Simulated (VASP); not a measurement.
# BaS (Pm-3m) in VASP: notebook, part 2 of 2

VASP 6.6.1. The steps go on from the part before.

### 3 Single point, r2SCAN

Input file POSCAR:

```
BaS
1.0
    3.8337582655      0.0000000000      0.0000000000
    0.0000000000      3.8337582655      0.0000000000
    0.0000000000      0.0000000000      3.8337582655
Ba S
1 1
Direct
    0.0000000000      0.0000000000      0.0000000000
    0.5000000000      0.5000000000      0.5000000000
```

Input file INCAR.step1:

```
SYSTEM = BaS
PREC = Accurate ; ENCUT = 520
ISMEAR = 0 ; SIGMA = 0.2
LREAL = .FALSE. ; LASPH = .TRUE.
NELM = 100 ; NBANDS = 15
GGA = PE ; ALGO = Normal
EDIFF = 1E-4 ; LWAVE = .TRUE.
LCHARG = .FALSE.
```

Input file INCAR.step2:

```
SYSTEM = BaS
PREC = Accurate ; ENCUT = 520
EDIFF = 1E-6 ; ISMEAR = 0
SIGMA = 0.2 ; LREAL = .FALSE.
LASPH = .TRUE. ; NELM = 100
ALGO = Normal ; ISIF = 2
LWAVE = .FALSE. ; LCHARG = .FALSE.
METAGGA = R2SCAN ; LMIXTAU = .TRUE.
NBANDS = 15 ; ISTART = 1
```

Input file KPOINTS:

```
Automatic mesh
0
G
  4 4 4
  0 0 0
```

Potentials or basis: VASP PAW PBE potentials, release 64 (Ba_sv, S).

Started as:

```sh
$ cat potpaw_PBE.64/Ba_sv/POTCAR potpaw_PBE.64/S/POTCAR > POTCAR
$ cp INCAR.step1 INCAR
$ mpirun -np 1 vasp_std > vasp.out
$ cp INCAR.step2 INCAR
$ mpirun -np 1 vasp_std > vasp.out
```

OUTCAR:

```text
SYSTEM = BaS
   PREC = Accurate
   ENCUT = 520
   EDIFF = 1E-6
   ISMEAR = 0
   LREAL = .FALSE.
   LASPH = .TRUE.
   NELM = 100
   ISIF = 2
   METAGGA = R2SCAN
   ISTART = 1

 ion  position               nearest neighbor table
   1  0.000  0.000  0.000-   2 3.32   2 3.32   2 3.32   2 3.32   2 3.32   2 3.32   2 3.32   2 3.32

   2  0.500  0.500  0.500-   1 3.32   1 3.32   1 3.32   1 3.32   1 3.32   1 3.32   1 3.32   1 3.32

  LATTYP: Found a simple cubic cell.
 ALAT       =     3.8337582655

  Lattice vectors:

 A1 = (   3.8337582655,   0.0000000000,   0.0000000000)
 A2 = (   0.0000000000,   3.8337582655,   0.0000000000)
 A3 = (   0.0000000000,   0.0000000000,   3.8337582655)

Analysis of symmetry for initial positions (statically):
=====================================================================
 Subroutine PRICEL returns:
 Original cell was already a primitive cell.

 Routine SETGRP: Setting up the symmetry group for a
 simple cubic supercell.

 Subroutine GETGRP returns: Found 48 space group operations
 (whereof 48 operations were pure point group operations)
 out of a pool of 48 trial point group operations.

The static configuration has the point symmetry O_h .

Analysis of symmetry for dynamics (positions and initial velocities):
=====================================================================
 Subroutine PRICEL returns:
 Original cell was already a primitive cell.

 Routine SETGRP: Setting up the symmetry group for a
 simple cubic supercell.

 Subroutine GETGRP returns: Found 48 space group operations
 (whereof 48 operations were pure point group operations)
 out of a pool of 48 trial point group operations.

The dynamic configuration has the point symmetry O_h .

 Subroutine INISYM returns: Found 48 space group operations
 (whereof 48 operations are pure point group operations),
 and found     1 'primitive' translations

----------------------------------------------------------------------------------------

[... 107 lines left out ...]
   LRPA    =     F    only Hartree local field effects (RPA)
 non-spin polarized calculation
 Gauss-broadening in eV      SIGMA  =   0.20
  energy-cutoff  :      520.00
  volume of cell :       56.35
 maximum number of plane-waves:      1568
 NGX is ok and might be reduce to    30
   NGX = 15   NGY = 15   NGZ = 15

 number of electron      15.9999997 magnetization

 Free energy of the ion-electron system (eV)
  ---------------------------------------------------
  ext. energy  EPLUGINS =         0.00000000
  ---------------------------------------------------
  free energy    TOTEN  =       -38.78878260 eV

  energy without entropy =      -38.78878260  energy(sigma->0) =      -38.78878260

 E-fermi :   3.7635     XC(G=0):  -9.8683

 val. band max:        2.8642831136   @ k =   0.5000   0.5000   0.0000
 cond. band min:       4.6605415546   @ k =   0.0000   0.0000   0.0000
 fundamental gap:      1.7962584410
 Fermi energy:         3.7635439955

 k-point     1 :       0.0000    0.0000    0.0000
  band No.  band energies     occupation
      1     -25.1221      2.00000
      2      -9.4987      2.00000
      3      -9.4987      2.00000
      4      -9.4987      2.00000
      5      -8.6602      2.00000
      6       2.7594      2.00000
      7       2.7594      2.00000
      8       2.7594      2.00000
      9       4.6605      0.00000
     10       4.6605      0.00000
     11       7.5462      0.00000
     12       9.9063      0.00000
     13       9.9063      0.00000
     14       9.9063      0.00000
[... 149 lines left out ...]
      2     -10.1199      2.00000
      3     -10.1199      2.00000
      4     -10.1199      2.00000
      5      -7.8367      2.00000
      6       0.0536      2.00000
      7       0.0536      2.00000
      8       0.0536      2.00000
      9      10.7951      0.00000
     10      10.7951      0.00000
     11      10.7951      0.00000
     12      11.2893      0.00000
     13      11.2893      0.00000
     14      11.2893      0.00000
     15      12.3907      0.00000

------------------------ aborting loop because EDIFF is reached ----------------------------------------

  FORCE on cell =-STRESS in cart. coord.  units (eV):
  Direction    XX          YY          ZZ          XY          YZ          ZX
  --------------------------------------------------------------------------------------
  -------------------------------------------------------------------------------------
  Total        0.3619826      0.3619826      0.3619826     -0.0000000     -0.0000000      0.0000000
  in kB       10.2925771     10.2925771     10.2925771     -0.0000000     -0.0000000      0.0000000
  external PRESSURE =      10.2925771 kB  Pullay stress =       0.0000000 kB

 VOLUME and BASIS-vectors are now :
 -----------------------------------------------------------------------------
  energy-cutoff  :      520.00
  volume of cell :       56.35
      direct lattice vectors                 reciprocal lattice vectors
     3.833758266  0.000000000  0.000000000     0.260840651  0.000000000  0.000000000
     0.000000000  3.833758266  0.000000000     0.000000000  0.260840651  0.000000000
     0.000000000  0.000000000  3.833758266     0.000000000  0.000000000  0.260840651

 POSITION                                       TOTAL-FORCE (eV/Angst)
 -----------------------------------------------------------------------------------
      0.00000      0.00000      0.00000         0.000000      0.000000      0.000000
      1.91688      1.91688      1.91688         0.000000      0.000000      0.000000
 -----------------------------------------------------------------------------------
    total drift:                                0.000000     -0.000000     -0.000000

  FREE ENERGIE OF THE ION-ELECTRON SYSTEM (eV)
  ---------------------------------------------------
  free  energy   TOTEN  =       -38.7887826048 eV

  energy  without entropy=      -38.7887826048  energy(sigma->0) =      -38.78878260
```

OUTCAR.step1:

```text
SYSTEM = BaS
   PREC = Accurate
   ENCUT = 520
   ISMEAR = 0
   LREAL = .FALSE.
   LASPH = .TRUE.
[... 387 lines left out ...]
      0.00000      0.00000      0.00000         0.000000      0.000000      0.000000
      1.91688      1.91688      1.91688         0.000000      0.000000      0.000000
 -----------------------------------------------------------------------------------
    total drift:                                0.000000     -0.000000     -0.000000

  FREE ENERGIE OF THE ION-ELECTRON SYSTEM (eV)
  ---------------------------------------------------
  free  energy   TOTEN  =        -9.7308366376 eV

  energy  without entropy=       -9.7308366086  energy(sigma->0) =       -9.73083662
```

It took 19 s on 1 thread of Intel Xeon 6975P-C (Granite Rapids), shared host; peak memory 0.17 GiB.

What came out:

- Free energy: -38.7888 eV
- Pressure: 1.0 GPa
- Band gap on the k mesh: 1.80 eV, indirect (least direct gap 1.90 eV)

Levels at points of the mesh, in eV from the valence-band top:
| k point | band 4 | band 5 | band 6 | band 7 | band 8 | band 9 | band 10 | band 11 | band 12 | band 13 |
| --- | --- | --- | --- | --- | --- | --- | --- | --- | --- | --- |
| (0.00, 0.00, 0.00) | -12.36 | -11.52 | -0.10 | -0.10 | -0.10 | 1.80 | 1.80 | 4.68 | 7.04 | 7.04 |
| (0.50, 0.00, 0.00) | -12.24 | -10.24 | -2.90 | -0.73 | -0.73 | 2.85 | 6.59 | 7.04 | 7.58 | 7.58 |
| (0.50, 0.50, 0.00) | -12.14 | -11.10 | -1.40 | -1.40 | 0.00 | 2.65 | 3.87 | 4.78 | 4.78 | 9.31 |
| (0.50, 0.50, 0.50) | -12.98 | -10.70 | -2.81 | -2.81 | -2.81 | 7.93 | 7.93 | 7.93 | 8.43 | 8.43 |

Caveat: the PAW data sets were made with another functional, which shifts forces and pressure a little; spin-orbit coupling is left out, which moves the levels of the heavy elements. A k mesh can miss the band edges.

### 4 Single point, r2SCAN

POSCAR is that of step 3.

Input file INCAR.step1:

```
SYSTEM = BaS
PREC     = Accurate       ! precision mode
ENCUT    = 520            ! plane-wave cutoff, eV
ISMEAR   = 0              ! smearing method
SIGMA    = 0.01           ! smearing width, eV
LREAL    = .FALSE.        ! projectors in reciprocal space
LASPH    = .TRUE.         ! aspherical terms in the spheres
NELM     = 100            ! most SCF steps
NBANDS   = 15             ! bands
GGA      = PE             ! functional
ALGO     = Normal         ! electronic algorithm
EDIFF    = 1E-4           ! SCF threshold, eV
LWAVE    = .TRUE.         ! write WAVECAR
LCHARG   = .FALSE.        ! write CHGCAR
```

Input file INCAR.step2:

```
SYSTEM = BaS
PREC     = Accurate       ! precision mode
ENCUT    = 520            ! plane-wave cutoff, eV
EDIFF    = 1E-6           ! SCF threshold, eV
ISMEAR   = 0              ! smearing method
SIGMA    = 0.01           ! smearing width, eV
LREAL    = .FALSE.        ! projectors in reciprocal space
LASPH    = .TRUE.         ! aspherical terms in the spheres
NELM     = 100            ! most SCF steps
ALGO     = Normal         ! electronic algorithm
ISIF     = 2              ! what is computed and relaxed
LWAVE    = .FALSE.        ! write WAVECAR
LCHARG   = .FALSE.        ! write CHGCAR
METAGGA  = R2SCAN         ! meta-GGA
LMIXTAU  = .TRUE.       
NBANDS   = 15             ! bands
ISTART   = 1
```

KPOINTS is that of step 3.

Started as:

```sh
$ cat potpaw_PBE.64/Ba_sv/POTCAR potpaw_PBE.64/S/POTCAR > POTCAR
$ cp INCAR.step1 INCAR
$ mpirun -np 1 vasp_std > vasp.out
$ cp INCAR.step2 INCAR
$ mpirun -np 1 vasp_std > vasp.out
```

It took 19 s on 1 thread of Intel Xeon 6975P-C (Granite Rapids), shared host; peak memory 0.17 GiB.

The run converged. Its results:

```
Free energy            : -38.7888 eV
Pressure               : 1.0 GPa
Band gap on the k mesh : 1.80 eV, indirect (least direct gap 1.90 eV)
```

Levels at points of the mesh, in eV from the valence-band top:
```csv
k point,band 6,band 7,band 8,band 9,band 10,band 11
"(0.00, 0.00, 0.00)",-0.10,-0.10,-0.10,1.80,1.80,4.68
"(0.50, 0.00, 0.00)",-2.90,-0.73,-0.73,2.85,6.59,7.04
"(0.50, 0.50, 0.00)",-1.40,-1.40,0.00,2.65,3.87,4.78
"(0.50, 0.50, 0.50)",-2.81,-2.81,-2.81,7.93,7.93,7.93
```

Caveat: the PAW data sets were made with another functional, which shifts forces and pressure a little; spin-orbit coupling is left out, which moves the levels of the heavy elements.

### 5 The runs side by side

| level | smearing | exchange at q = 0 | grid for exact exchange (PRECFOCK) | screening parameter | gap on the mesh (eV) | pressure (GPa) |
| --- | --- | --- | --- | --- | --- | --- |
| HSE06 | gaussian 0.01 eV | truncated | Normal | 0.2079 1/A | 2.34 | 0.5 |
| r2SCAN | gaussian 0.2 eV | - | - | - | 1.80 | 1.0 |
| r2SCAN | gaussian 0.01 eV | - | - | - | 1.80 | 1.0 |

Alike in all rows: task single point; potentials or basis VASP PAW PBE potentials, release 64 (Ba_sv, S); no spin polarisation; cell as given; k mesh 4 × 4 × 4; cutoff (eV) 520.

On the cell as given the gap runs from 1.80 eV (r2SCAN) to 2.34 eV (HSE06). The pressure there spans 0.5 GPa (HSE06) to 1.0 GPa (r2SCAN); a positive pressure means that this level wants a larger cell, a negative one a smaller.

Caveats: the PAW data sets were made with another functional, which shifts forces and pressure a little; spin-orbit coupling is left out, which moves the levels of the heavy elements.

Total energies depend on the potentials used, so only differences within one code and one set of settings carry meaning.
